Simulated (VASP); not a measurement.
A run of VASP 6.6.1 is set up as follows.

File INCAR:

```
PREC     = Accurate       # precision mode
ENCUT    = 600            # plane-wave cutoff, eV
EDIFF    = 1E-6           # SCF threshold, eV
ISMEAR   = 0              # smearing method
SIGMA    = 0.03           # smearing width, eV
LREAL    = False          # projectors in reciprocal space
LASPH    = True           # aspherical terms in the spheres
NELM     = 80             # most SCF steps
ALGO     = Normal         # electronic algorithm
ISIF     = 3              # what is computed and relaxed
LWAVE    = False          # write WAVECAR
LCHARG   = False          # write CHGCAR
METAGGA  = R2SCAN         # meta-GGA
LMIXTAU  = True         
IBRION   = 2              # ionic algorithm
NSW      = 90             # ionic steps
EDIFFG   = -0.01          # ionic threshold
```

KPOINTS

```
Automatic mesh
0
Gamma
  12 12 12
```

POSCAR

```
SiC
1.0
    0.0000000000      2.1192710500      2.1192710500
    2.1192710500      0.0000000000      2.1192710500
    2.1192710500      2.1192710500      0.0000000000
Si C
1 1
Direct
    0.0000000000      0.0000000000      0.0000000000
    0.5000000000      0.5000000000      0.5000000000
```

Potentials or basis: VASP PAW PBE potentials, release 64 (Si, C).

Command:

```console
$ cat potpaw_PBE.64/Si/POTCAR potpaw_PBE.64/C/POTCAR > POTCAR
$ mpirun -np 1 vasp_std > vasp.out
```

Predict the space group after relaxing (to 0.05 Å).

Fm-3m (No. 225).

Estimate the band gap on the k mesh.

none (metal or under the smearing width).

Estimate the relaxed cell.

a = 2.846 Å, b = 2.846 Å, c = 2.846 Å, α = 60.00°, β = 60.00°, γ = 60.00°.

Final structure:
```yaml
crystal:
  lattice:
    - [0.00000, 2.01225, 2.01225]
    - [2.01225, 0.00000, 2.01225]
    - [2.01225, 2.01225, 0.00000]
  atoms:
    - { symbol: Si, position: [0.00000, 0.00000, 0.00000] }
    - { symbol: C, position: [0.50000, 0.50000, 0.50000] }
```
